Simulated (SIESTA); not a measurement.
The system is Ga.

```xyz
2
Lattice="2.7784 0.0000 0.0000 0.0000 3.2816 0.0000 -1.3434 0.0000 3.9903" Properties=species:S:1:pos:R:3 pbc="T T T"
Ga   -0.6607    2.4612    3.0732
Ga    2.0957    0.8204    0.9171
```

This isn't the form of Ga at room conditions, which is orthorhombic.

| Item | Value |
| --- | --- |
| Program | SIESTA 5.4.2 |
| Task | single point |
| Functional | PBE |
| Potentials or basis | PseudoDojo 0.4 standard (PBE files) |
| Basis | DZP (energy shift 0.003 Ry; two zetas on semicore shells) |
| Grid cutoff | 800 Ry |
| Energy shift | 0.003 Ry |
| k mesh | 10 × 8 × 7 |
| Occupations | fermi-dirac, width 0.05 eV |
| Spin | no spin polarisation |

On this cell: pressure 2.2 GPa; largest force 0.142 eV/Å; band gap on the k mesh none (metal or under the smearing width).

The same run follows on a disturbed copy (atoms moved at random, drawn with an rms of 0.05 Å):

```
CELL_PARAMETERS angstrom
2.77842 0.00000 0.00000
0.00000 3.28161 0.00000
-1.34343 0.00000 3.99027
ATOMIC_POSITIONS crystal
Ga 0.13136 0.74760 0.76723
Ga 0.85768 0.25727 0.22752
```

**Question.** What does the disturbed cell give?

**Answer.** The energy (extrapolated to zero smearing) moves by +0.3 meV/atom; pressure 2.3 GPa; largest force 0.149 eV/Å; band gap on the k mesh none (metal or under the smearing width).

Forces on the atoms (eV/Å):
```
Ga  -0.012  0.056 -0.138
Ga   0.012 -0.056  0.138
```

Stress tensor (GPa, compression positive):
```
 2.84  0.06 -0.29
 0.06  1.28 -0.03
-0.29 -0.03  2.80
```

Caveats: the basis of atomic orbitals isn't converged, which shifts pressures, moduli and gaps.
